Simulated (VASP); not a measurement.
Input of a VASP 6.6.1 run:

The input INCAR:

```
  PREC = Accurate
  ENCUT = 600
  EDIFF = 1E-6
  ISMEAR = -1
  SIGMA = 0.05
  LREAL = F
  LASPH = T
  NELM = 150
  ALGO = Fast
  ISIF = 3
  LWAVE = F
  LCHARG = F
  ISPIN = 2
  MAGMOM = 1
  LORBIT = 11
  LMAXMIX = 4
  GGA = PE
  IVDW = 12
  IBRION = 2
  NSW = 40
  EDIFFG = -0.005
```

The input KPOINTS:

```
Automatic mesh
0
Gamma
  10 10 10
```

Contents of POSCAR:

```
Ni
1.0
    0.0000000000      1.7375729330      1.7375729330
    1.7375729330      0.0000000000      1.7375729330
    1.7375729330      1.7375729330      0.0000000000
Ni
1
Direct
    0.0000000000      0.0000000000      0.0000000000
```

Potentials or basis: VASP PAW PBE potentials, release 64 (Ni).

Command:

```bash
$ cat potpaw_PBE.64/Ni/POTCAR > POTCAR
$ mpirun -np 1 vasp_std > vasp.out
```

Predict the net moment.

0.70 μB per cell.

Estimate the relaxed cell.

a = 2.460 Å, b = 2.460 Å, c = 2.460 Å, α = 60.00°, β = 60.00°, γ = 60.00°.

Predict the band gap on the k mesh.

none (metal or under the smearing width).

What does it give for the dispersion energy per atom?

-0.478 eV.

The path:
| step | energy change (eV) | largest force (eV/Å) | pressure (GPa) | volume (Å³) |
| --- | --- | --- | --- | --- |
| 1 | 0.0000 | 0.0000 | 0.72 | 10.49 |
| 2 | -0.0001 | 0.0000 | -0.50 | 10.56 |
| 3 | -0.0001 | 0.0000 | -0.24 | 10.54 |
| 4 | -0.0001 | 0.0000 | 0.38 | 10.53 |
| 5 | -0.0001 | 0.0000 | -0.05 | 10.53 |

Caveat: pairwise dispersion overbinds metals, which lowers pressure and volume.
